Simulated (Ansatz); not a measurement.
# How much does Cd in Mo(100), 2x2 scatter?

How strong a scatterer is Cd in Mo(100), 2x2, and does relaxation matter?

Calculated with Ansatz 0.2.0; Ansatz plane-wave DFT, PBE, PAW files; ballistic transport by layer matching (Landauer), zero bias; PAW set soft_1.

### Step 1. Set-up

The cell holds 72 atoms: 71 Mo and 1 Cd. Cell: a = 6.294 Å, b = 6.294 Å, c = 28.323 Å, α = 90.0°, β = 90.0°, γ = 90.0°. It derives from Mo. Regions: lead, 40 atoms (40 Mo); scattering region, 32 atoms (31 Mo and 1 Cd). The structure is stacked along c, and the current runs across the ab planes.

### Step 2. Transmission at ideal sites

The defect sits in one plane of the supercell, all atoms on ideal sites; the layers about the cell's end are the lead. The mesh across the current, 8×8, is finer than the density's, because channels open and close sharply across the zone. Energies from -0.1 to 0.1 eV in steps of 0.05 eV are too few for the program's thermal sum, so it prints no conductance; for a metal the transmission near the Fermi level serves, at a fraction of the cost.

Contents of input.yaml:

```yaml
crystal:
  lattice:
    - [6.294, 0.0, 0.0]
    - [0.0, 6.294, 0.0]
    - [0.0, 0.0, 28.323]
  atoms:
    - { symbol: Mo, position: [0.0, 0.0, 0.0277777778] }
    - { symbol: Mo, position: [0.0, 0.5, 0.0277777778] }
    - { symbol: Mo, position: [0.5, 0.0, 0.0277777778] }
    - { symbol: Mo, position: [0.5, 0.5, 0.0277777778] }
    - { symbol: Mo, position: [0.25, 0.25, 0.0833333333] }
    - { symbol: Mo, position: [0.25, 0.75, 0.0833333333] }
    - { symbol: Mo, position: [0.75, 0.25, 0.0833333333] }
    - { symbol: Mo, position: [0.75, 0.75, 0.0833333333] }
    - { symbol: Mo, position: [0.0, 0.0, 0.1388888889] }
    - { symbol: Mo, position: [0.0, 0.5, 0.1388888889] }
    - { symbol: Mo, position: [0.5, 0.0, 0.1388888889] }
    - { symbol: Mo, position: [0.5, 0.5, 0.1388888889] }
    - { symbol: Mo, position: [0.25, 0.25, 0.1944444444] }
    - { symbol: Mo, position: [0.25, 0.75, 0.1944444444] }
    - { symbol: Mo, position: [0.75, 0.25, 0.1944444444] }
    - { symbol: Mo, position: [0.75, 0.75, 0.1944444444] }
    - { symbol: Mo, position: [0.0, 0.0, 0.25] }
    - { symbol: Mo, position: [0.0, 0.5, 0.25] }
    - { symbol: Mo, position: [0.5, 0.0, 0.25] }
    - { symbol: Mo, position: [0.5, 0.5, 0.25] }
    - { symbol: Mo, position: [0.25, 0.25, 0.3055555556] }
    - { symbol: Mo, position: [0.25, 0.75, 0.3055555556] }
    - { symbol: Mo, position: [0.75, 0.25, 0.3055555556] }
    - { symbol: Mo, position: [0.75, 0.75, 0.3055555556] }
    - { symbol: Mo, position: [0.0, 0.0, 0.3611111111] }
    - { symbol: Mo, position: [0.0, 0.5, 0.3611111111] }
    - { symbol: Mo, position: [0.5, 0.0, 0.3611111111] }
    - { symbol: Mo, position: [0.5, 0.5, 0.3611111111] }
    - { symbol: Mo, position: [0.25, 0.25, 0.4166666667] }
    - { symbol: Mo, position: [0.25, 0.75, 0.4166666667] }
    - { symbol: Mo, position: [0.75, 0.25, 0.4166666667] }
    - { symbol: Mo, position: [0.75, 0.75, 0.4166666667] }
    - { symbol: Mo, position: [0.0, 0.0, 0.4722222222] }
    - { symbol: Mo, position: [0.0, 0.5, 0.4722222222] }
    - { symbol: Mo, position: [0.5, 0.0, 0.4722222222] }
    - { symbol: Mo, position: [0.5, 0.5, 0.4722222222] }
    - { symbol: Cd, position: [0.25, 0.25, 0.5277777778] }
    - { symbol: Mo, position: [0.25, 0.75, 0.5277777778] }
    - { symbol: Mo, position: [0.75, 0.25, 0.5277777778] }
    - { symbol: Mo, position: [0.75, 0.75, 0.5277777778] }
    - { symbol: Mo, position: [0.0, 0.0, 0.5833333333] }
    - { symbol: Mo, position: [0.0, 0.5, 0.5833333333] }
    - { symbol: Mo, position: [0.5, 0.0, 0.5833333333] }
    - { symbol: Mo, position: [0.5, 0.5, 0.5833333333] }
    - { symbol: Mo, position: [0.25, 0.25, 0.6388888889] }
    - { symbol: Mo, position: [0.25, 0.75, 0.6388888889] }
    - { symbol: Mo, position: [0.75, 0.25, 0.6388888889] }
    - { symbol: Mo, position: [0.75, 0.75, 0.6388888889] }
    - { symbol: Mo, position: [0.0, 0.0, 0.6944444444] }
    - { symbol: Mo, position: [0.0, 0.5, 0.6944444444] }
    - { symbol: Mo, position: [0.5, 0.0, 0.6944444444] }
    - { symbol: Mo, position: [0.5, 0.5, 0.6944444444] }
    - { symbol: Mo, position: [0.25, 0.25, 0.75] }
    - { symbol: Mo, position: [0.25, 0.75, 0.75] }
    - { symbol: Mo, position: [0.75, 0.25, 0.75] }
    - { symbol: Mo, position: [0.75, 0.75, 0.75] }
    - { symbol: Mo, position: [0.0, 0.0, 0.8055555556] }
    - { symbol: Mo, position: [0.0, 0.5, 0.8055555556] }
    - { symbol: Mo, position: [0.5, 0.0, 0.8055555556] }
    - { symbol: Mo, position: [0.5, 0.5, 0.8055555556] }
    - { symbol: Mo, position: [0.25, 0.25, 0.8611111111] }
    - { symbol: Mo, position: [0.25, 0.75, 0.8611111111] }
    - { symbol: Mo, position: [0.75, 0.25, 0.8611111111] }
    - { symbol: Mo, position: [0.75, 0.75, 0.8611111111] }
    - { symbol: Mo, position: [0.0, 0.0, 0.9166666667] }
    - { symbol: Mo, position: [0.0, 0.5, 0.9166666667] }
    - { symbol: Mo, position: [0.5, 0.0, 0.9166666667] }
    - { symbol: Mo, position: [0.5, 0.5, 0.9166666667] }
    - { symbol: Mo, position: [0.25, 0.25, 0.9722222222] }
    - { symbol: Mo, position: [0.25, 0.75, 0.9722222222] }
    - { symbol: Mo, position: [0.75, 0.25, 0.9722222222] }
    - { symbol: Mo, position: [0.75, 0.75, 0.9722222222] }
kpoints:
  mp_grid: { grid: [4, 4, 1] }
hamiltonian:
  xc: pbe
  pseudopotentials: { kind: paw, azcp: { folder: soft_1 } }
scf:
  occupations: { method: fermi_dirac, width: 0.1 }
output:
  transmission: { leads: [[0, 4]], kmesh: [8, 8], e_range: [-0.1, 0.1], de: 0.05 }
  write_potential: true
  write_density: true
  volumetric_format: npy
  elf: true
```

On the command line:

```sh
$ ansatz run input.yaml --threads 4 --pin off --max-ram 15360MiB --backend cpu --events-out ev --progress --plain --runs-dir out
```

Numbers of over 12 decimals in the logs are rounded to 6 here.

Output:

```text
Engine: ansatz 0.2.0, x86_64-unknown-linux-gnu
Pseudopotentials: kind: paw
Pseudopotential: Mo, paw, valence charge 14, recommended cutoff 420 eV (normal), soft_1/Mo.paw.azcp
Pseudopotential: Cd, paw, valence charge 20, recommended cutoff 420 eV (normal), soft_1/Cd.paw.azcp
Functional definition: PBE
  parameter kappa = 0.804
  parameter beta = 0.066725
  exchange = pbe_x(kappa = kappa, mu = beta*pi^2/3)
  correlation = pbe_c(beta = beta)
Crystal: 72 atoms, lattice volume = 1122.000 Å³
Basis set: ecut = 420 eV, 21955 PW (Γ)
Bands: 609, of which v1, the nominal top of the filled ones, is band 507 counted from 1 (506 counted from 0)
Symmetry: 16 space group operations
Space group: P4/mmm (ITA 123), of the structure as read, at distance tolerance 1.0e-4 Å
k-points: 6 of 16
Non-local potential: Mo, projectors of the file, l = 0: 3, l = 1: 2, l = 2: 2, l = 3: 1
Non-local potential: Cd, projectors of the file, l = 0: 3, l = 1: 2, l = 2: 2, l = 3: 1
PAW form: soft (Blöchl's): semilocal exchange-correlation on the pseudo side does not see the compensation charge
PAW one-centre angular grid: Mo, 590 points (default); XC on 64 Gauss nodes
PAW one-centre angular grid: Cd, 590 points (default); XC on 64 Gauss nodes
Initial density: superposition of atomic densities (chi_scale 0.1, normalization cell, long waves 76 % of neutral atoms (reshape's long-wave potential 1.76 eV rms, cloud 2.98 Å wide))
Initial wavefunctions: pseudopotential atomic-orbital guess
Functional: x = pbe(κ = 0.804, μ = 0.219515), c = pbe(β = 0.066725)
SCF iter   1: F=—  HF=-360182.270198 eV  |F-HF|=—  |Δ(HF+E_count)|=         —  Δρ=1.08e-1  dr2=6.35e2  ethr=3.10e-3  ⟨swp⟩=4.7  Hψ=11575  notcnv=0
preconditioner: auto → Kerker (q_TF=auto, 2.683 Å⁻¹)  [metal: Δε(μ)=0.010 eV  Ē_g=4.883 eV  σ=0.100 eV  W_gap=0.02  n_scr=372 (ndim 8)  ℏωp=23.2 eV  f_vac=0.000  D(μ)=40.72/eV (n_scr^D=330)]
SCF iter   2: F=—  HF=-360146.349085 eV  |F-HF|=—  |Δ(HF+E_count)|=    3.59e1  Δρ=6.06e-2  dr2=2.80e2  ethr=3.10e-3  ⟨swp⟩=2.3  Hψ=7122  notcnv=0
SCF iter   3: F=—  HF=-360132.778044 eV  |F-HF|=—  |Δ(HF+E_count)|=    1.36e1  Δρ=8.73e-3  dr2=9.42e-1  ethr=3.10e-3  ⟨swp⟩=2.8  Hψ=10677  notcnv=0
SCF iter   4: F=—  HF=-360132.614887 eV  |F-HF|=—  |Δ(HF+E_count)|=   1.63e-1  Δρ=2.23e-3  dr2=1.57e0  ethr=9.29e-5  ⟨swp⟩=2.5  Hψ=7683  notcnv=0
SCF iter   5: F=—  HF=-360132.594739 eV  |F-HF|=—  |Δ(HF+E_count)|=   2.01e-2  Δρ=6.27e-4  dr2=2.31e-1  ethr=9.29e-5  ⟨swp⟩=2.0  Hψ=5906  notcnv=0
SCF iter   6: F=—  HF=-360132.593264 eV  |F-HF|=—  |Δ(HF+E_count)|=   1.47e-3  Δρ=5.07e-4  dr2=3.14e-3  ethr=2.28e-5  ⟨swp⟩=2.0  Hψ=3685  notcnv=0
SCF iter   7: F=—  HF=-360132.592496 eV  |F-HF|=—  |Δ(HF+E_count)|=   7.68e-4  Δρ=7.61e-5  dr2=2.80e-4  ethr=3.10e-7  ⟨swp⟩=2.0  Hψ=6696  notcnv=0
SCF iter   8: F=—  HF=-360132.592460 eV  |F-HF|=—  |Δ(HF+E_count)|=   3.59e-5  Δρ=1.84e-5  dr2=1.48e-5  ethr=2.76e-8  ⟨swp⟩=2.0  Hψ=4973  notcnv=0
SCF iter   9: F=—  HF=-360132.593011 eV  |F-HF|=—  |Δ(HF+E_count)|=   5.51e-4  Δρ=3.60e-6  dr2=2.63e-6  ethr=1.46e-9  ⟨swp⟩=2.0  Hψ=6720  notcnv=0
SCF iter  10: F=—  HF=-360132.593011 eV  |F-HF|=—  |Δ(HF+E_count)|=   1.24e-7  Δρ=1.08e-6  dr2=1.45e-7  ethr=2.59e-10  ⟨swp⟩=2.0  Hψ=4934  notcnv=0
SCF iter  11: F=-360132.593011 eV  HF=-360132.593011 eV  |F-HF|=1.34e-9  |Δ(HF+E_count)|=   6.34e-9  Δρ=2.00e-7  dr2=1.52e-9  ethr=9.86e-12  ⟨swp⟩=6.7  Hψ=8318  notcnv=0
SCF 1 converged in 11 iterations: F = -360132.593011 eV  dr2 = 1.52e-9
  greatest PAW one-centre occupation: 1.000 electrons in one spin orbital (limit 2), on the Cd atom at site 36 (counted from 0), in its partial waves of l = 0
transmission: 86 of 840 steps passed
transmission: 168 of 840 steps passed
[...]
transmission: 840 of 840 steps passed
SCF converged after 11 iterations
Free energy (F): -360132.593011 eV
Harris-Foulkes:  -360132.593011 eV  (|F-HF|=1.34e-9)
Internal energy: -360130.935564 eV  (E = F + TS)
E sigma→0 (E₀):  -360131.764287 eV
Entropy (-TS):   -1.657446 eV (-23.020 meV/atom)
Fermi energy:    21.096597 eV
--- Per-component energies (eV) ---
  E_band       = -4107.938777
  E_kinetic    = 30445.982132
  E_local      = -57579.031098  (includes V_loc(G=0)·N_el)
  E_nonlocal   = 10631.418836
  E_hartree    = 20054.289635
  E_xc         = -12688.052299
  E_vxc        = -15821.523589  (∫ρ·V_xc dr)
  E_paw        = -232134.101954  (= ΣΔE_a)
  E_vpaw       = -11893.366119  (= ΣTr[D̂ρ^β])
  E_aug_tail   = 0.003647  (compensation charges beyond the density's cutoff)
  E_ewald      = -118861.444462
  E_smearing   = -1.657446  (= −TS)
  E_closure    = -0.000000  (closes the sum)
  Σ components = -360132.593011   (vs F -360132.593011, Δ=0.00e0)
--- Band table (eV; the first three rows and the last of 6) ---
  k-point 0: bands = [... 503 lower, 20.9222, 20.9469, 20.9558, 20.9558, 20.9847, 21.0060, 21.0719, 21.4065, ... 98 higher]
  k-point 1: bands = [... 503 lower, 21.0410, 21.0492, 21.0605, 21.1027, 21.1307, 21.1421, 21.1538, 21.1575, ... 98 higher]
  k-point 2: bands = [... 503 lower, 20.8907, 20.9888, 21.0190, 21.0387, 21.2396, 21.2667, 21.2760, 21.3268, ... 98 higher]
  k-point 5: bands = [... 503 lower, 20.1992, 20.3612, 20.3851, 20.9957, 21.1611, 21.1611, 21.4592, 21.4592, ... 98 higher]
--- Transmission ---
  basis      : 349 plane waves across, 56 finite elements along
  points     : 15, standing for a mesh of 8 x 8
  energies   : 5 from -0.100000 to 0.100000 eV about the Fermi level, 0.050000 eV apart; the leads are filled to 0.000000 eV, and channels, transmission and decay are at 0.000000 eV
  crystal 0  : Mo4, at the sites [0, 4], period 1.5735 Å, over 26.75 Å; its Hamiltonian steps by up to 6.4 meV
    offset         : up to 0.0000 Å between an atom of the period and one for which it stands
    channels       : 6.593750e0 a spin
    conductance    : none, the energies end too early or step too widely for 300 K: set another output.transmission.e_range or a lower de, or, where they end at an eighth of basis.ecutwfc, a higher one
    slowest decay  : 0.0421 /Å at (0.5000, 0.3750)
  junction   : crystal 0 to crystal 0, 0.88 to 27.63 Å
    transmission   : 4.481512e0 a spin
    conductance    : none, the energies end too early or step too widely for 300 K: set another output.transmission.e_range or a lower de, or, where they end at an eighth of basis.ecutwfc, a higher one
```

Elapsed: 5.4 min, on 4 threads of Intel Xeon Platinum 8488C (Sapphire Rapids), shared host; peak memory 11 GiB; 19 min of CPU time.

Numbers from this step:

```yaml
free_energy: -360132.5930 eV
energy_at_zero_smearing: -360131.7643 eV
fermi_energy: 21.10 eV
cell_area: 39.61 Å²
transmission_per_spin_nearest_the_fermi_level: 4.482
open_channels_per_spin_nearest_the_fermi_level: 6.594
step_of_the_lead_s_potential: 6.4 meV
```

Per spin. The transmission, zone mean by energy, zero at the Fermi level:

```
energy (eV)  transmission, zone mean
    -0.1000                     4.36
    -0.0500                     4.40
     0.0000                     4.48
     0.0500                     4.47
     0.1000                     4.57
```

Per spin. Open channels, zone mean, lead against energy, zero at the Fermi level:

| energy (eV) | open channels, zone mean, lead |
| --- | --- |
| -0.1000 | 6.91 |
| -0.0500 | 6.66 |
| 0.0000 | 6.59 |
| 0.0500 | 6.78 |
| 0.1000 | 6.84 |

Transmission over k1 and k2. At 0.0000 eV from the Fermi level.

Values, 8 rows by 8 columns:
```
 0.0  1.0  0.9  2.2  5.2  2.2  0.9  1.0
 1.9  0.9  3.3  7.9 11.0  7.9  3.3  0.9
 1.3  2.2  7.9 11.0 11.2 11.0  7.9  2.2
 2.2  5.2 11.0 11.2 11.4 11.2 11.0  5.2
 1.3  2.2  7.9 11.0 11.2 11.0  7.9  2.2
 1.9  0.9  3.3  7.9 11.0  7.9  3.3  0.9
 0.0  1.0  0.9  2.2  5.2  2.2  0.9  1.0
 0.0  0.0  1.9  1.3  2.2  1.3  1.9  0.0
```
Columns: k1 (b1) from -0.5 to 0.375; rows upwards: k2 (b2) from -0.5 to 0.375.

Open channels over k1 and k2. At 0.0000 eV from the Fermi level.

Ten even steps from '_' (0.0) to '@' (15.0):
```
____..--==--..__
....--%%@@%%--..
::--%%@@@@@@%%--
::==@@@@@@@@@@==
::--%%@@@@@@%%--
....--%%@@%%--..
____..--==--..__
____..::::::..__
```
Columns: k1 (b1) from -0.5 to 0.375; rows upwards: k2 (b2) from -0.5 to 0.375.

ELF in the ca plane at fractional y = 0.250, with atoms of Mo and Cd within 0.2 Å of it. It is the smooth field of the valence electrons, not physical close to the nuclei.

Ten even steps from '0' (0.16) to '9' (0.93), each cell a mean:
```
23333310123333210233333100233332101333332012
11332111112332111113431111123321111133311111
41231266631321466512312566312213665213115664
61120364640211655620203646501105546302026456
61120364640211655620203646501105646302026556
41231256521321466512312566313213665113115664
12332111112332111113431111123321111133311111
23333310133333210233333100233332101333332012
33323322233233322343223212232333223332333223
12333200013332100123321000122331000233320001
21332134311331244312311122112212443124213442
51120366640211566610211475201105666203126665
61010463640111654620102598311005536302026456
51120366630211566610211365201105666213126665
21332134311331244312311122112312343124213442
12333200013332100123321100122331000233321001
33323322233233322343223212232333223332333223
```
Columns run along c (16.0 Å, from fractional 0.22 to 0.78 of the cell), rows up along a (6.3 Å). Atoms in or near the plane, at fractional coordinates: Mo at (0.31, 0.25), Mo at (0.31, 0.75), Mo at (0.42, 0.25), Mo at (0.42, 0.75), Cd at (0.53, 0.25), Mo at (0.53, 0.75), Mo at (0.64, 0.25), Mo at (0.64, 0.75), Mo at (0.75, 0.25), Mo at (0.75, 0.75).

Valence density in the ca plane at fractional y = 0.250, with atoms of Mo and Cd within 0.2 Å of it. It is the smooth field of the valence electrons, not physical close to the nuclei.

Ten steps, logarithmic in the rise over the least value, from '0' (0 e/Å³) to '9' (23 e/Å³), each cell a mean:
```
00000000000000000000000000000000000000000000
10000123210000123200001232100001232100012321
41000356531001466420002565310014565200025654
52001467641002577630014677510025776300036775
52001467641002577630014677510015776300036775
41000356531001456420002565310013565200024654
10000123210000122200001222100001222100002221
00000000000000000000000000000000000000000000
00000000000000000000000000000000000000000000
00000011100000011100000011000000111000001110
31000244420001344310001455200002443100013443
52001367641002566520004788510014666300035665
62001477751002577630015899620025776400036775
52001366641002566520004788510014666300035665
31000244420001344310001454200002443100013442
00000011100000011000000011000000111000000110
00000000000000000000000000000000000000000000
```
Columns run along c (16.0 Å, from fractional 0.22 to 0.78 of the cell), rows up along a (6.3 Å). Atoms in or near the plane, at fractional coordinates: Mo at (0.31, 0.25), Mo at (0.31, 0.75), Mo at (0.42, 0.25), Mo at (0.42, 0.75), Cd at (0.53, 0.25), Mo at (0.53, 0.75), Mo at (0.64, 0.25), Mo at (0.64, 0.75), Mo at (0.75, 0.25), Mo at (0.75, 0.75).

Electrostatic potential energy in the ca plane at fractional y = 0.250, with atoms of Mo and Cd within 0.2 Å of it. With pseudopotentials it is smooth inside the atoms' cores, unlike the true potential.

Values in eV, 9 rows by 16 columns, each cell a mean:
```
 19  21  13  18  22  14  17  22  15  15  22  16  14  22  18  13
  1  16 -33  -6  18 -28 -13  20 -22 -20  20 -16 -26  19  -9 -32
 -3  15 -41 -11  17 -35 -19  19 -29 -26  19 -22 -33  18 -14 -39
 17  21   5  15  21   7  12  22   9  10  22  11   8  21  14   6
 22  22  20  21  22  21  21  22  21  21  22  21  21  22  21  20
 12  19  -8   8  20  -5   4  21   7   8  21   3  -4  21   7  -7
 -6  13 -46 -15  17 -40 -23  19  -7  -6  19 -26 -38  18 -18 -44
  7  18 -20   2  20 -16  -3  21   3   4  21  -5 -14  20   0 -18
 21  22  18  21  22  19  20  22  20  20  22  20  19  22  20  19
```
Columns run along c (16.0 Å, from fractional 0.22 to 0.78 of the cell; values clipped at the 3rd and 97th percentile), rows up along a (6.3 Å). Atoms in or near the plane, at fractional coordinates: Mo at (0.31, 0.25), Mo at (0.31, 0.75), Mo at (0.42, 0.25), Mo at (0.42, 0.75), Cd at (0.53, 0.25), Mo at (0.53, 0.75), Mo at (0.64, 0.25), Mo at (0.64, 0.75), Mo at (0.75, 0.25), Mo at (0.75, 0.75).

Over the solved energies the transmission per spin lies between 4.36 and 4.57, out of 6.76 channels of the lead on average (up to 6.91).

### Step 3. Resistance at ideal sites

This step: Ansatz plane-wave DFT, PBE, PAW files; ballistic transport by layer matching (Landauer), zero bias; area resistance of the defect plane and resistivity an atomic per cent; PAW set soft_1 (Ansatz 0.2.0).

This step gave:

```yaml
area_resistance: 0.3827 fΩ m²
t_over_the_leads_mean_channel_count: 0.6667
resistivity_per_at_scaled_from_this_dense_plane_with_the_factor_3_over_4_for_isotropic_scattering: 7.297 µΩ cm
```

Averaged over the energies near the Fermi level, 66.7 % of the channels pass, which makes 0.383 fΩ m².

By hand, with T and the leads' channels N averaged over the energies near the Fermi level: RA = A (h/2e²)(1/T − 1/N) = 39.61×10⁻²⁰ m² × 12 906 Ω × (1/4.452 − 1/6.677) = 0.383 fΩ m². Per atomic per cent: RA × A / V_atom × 0.01 × 3/4 = 7.30 µΩ cm, with the host's V_atom = 15.58 Å³.

### Step 4. Outcome

```
share of channels that pass, rigid                              : 0.667
area resistance, rigid                                          : 0.383 fΩ m²
resistivity per at.% from the area resistance, times 3/4, rigid : 7.30 µΩ cm
```

What this shows: The plane of defects adds 0.38 fΩ m². Scaled to one atomic per cent that is 9.7 µΩ cm as it stands and 7.3 with the factor 3/4 for isotropic scattering on a spherical Fermi surface; with the reflection in place of the resistance taken as linear in the density it would be 4.9. These are rough estimates of the dilute value, not bounds. One Cd in each 2x2 cell reflects 33 % of the lead's channels. The defects form a dense periodic sheet that scatters coherently, unlike a dilute random alloy. T and N are means over the solved energies nearest the Fermi level.

[Logs are printed without paths, hosts, clocks, repeated set-up lines and the standing remarks that a program may print on its own settings, such as how far it seeks lower states.]

[Hosts, paths, dates, database ids (printed as entryN), source tags and the programs' standing remarks are cut or masked in the printed files.]
